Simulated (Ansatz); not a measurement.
## W: hydrostatic pressure series

Level of theory: Ansatz 0.2.0, DFT r2SCAN, scalar-relativistic, plane waves, PAW. Run with 500 eV cutoff, 18×18×18 k-mesh, Gaussian smearing of 0.10 eV, no spin polarisation.

The relaxed crystal:

```
CELL_PARAMETERS angstrom
-1.58420 1.58420 1.58420
1.58420 -1.58420 1.58420
1.58420 1.58420 -1.58420
ATOMIC_POSITIONS crystal
W 0.00000 0.00000 0.00000
```

Cell and atoms are relaxed at each pressure within the symmetry of the start, at zero temperature, so transitions that lower the symmetry aren't seen. The k-mesh given is that at zero pressure and may differ at others. a, b and c are the lengths of the cell vectors above.

Spin–orbit coupling is left out, which can shift energies with elements as heavy as these.

| P (GPa) | V (Å³/atom) | V/V0 | a (Å) | b (Å) | c (Å) |
| --- | --- | --- | --- | --- | --- |
| -3 | 16.06 | 1.010 | 2.753 | 2.753 | 2.753 |
| 0 | 15.90 | 1.000 | 2.744 | 2.744 | 2.744 |
| 3 | 15.76 | 0.991 | 2.735 | 2.735 | 2.735 |
| 8 | 15.53 | 0.976 | 2.722 | 2.722 | 2.722 |
| 15 | 15.24 | 0.958 | 2.705 | 2.705 | 2.705 |
| 30 | 14.70 | 0.924 | 2.673 | 2.673 | 2.673 |
| 60 | 13.82 | 0.869 | 2.618 | 2.618 | 2.618 |

Question: What bulk modulus and pressure derivative fit these points?

Answer: A third-order Birch–Murnaghan fit gives B0 = 324 GPa and B0' = 4.0.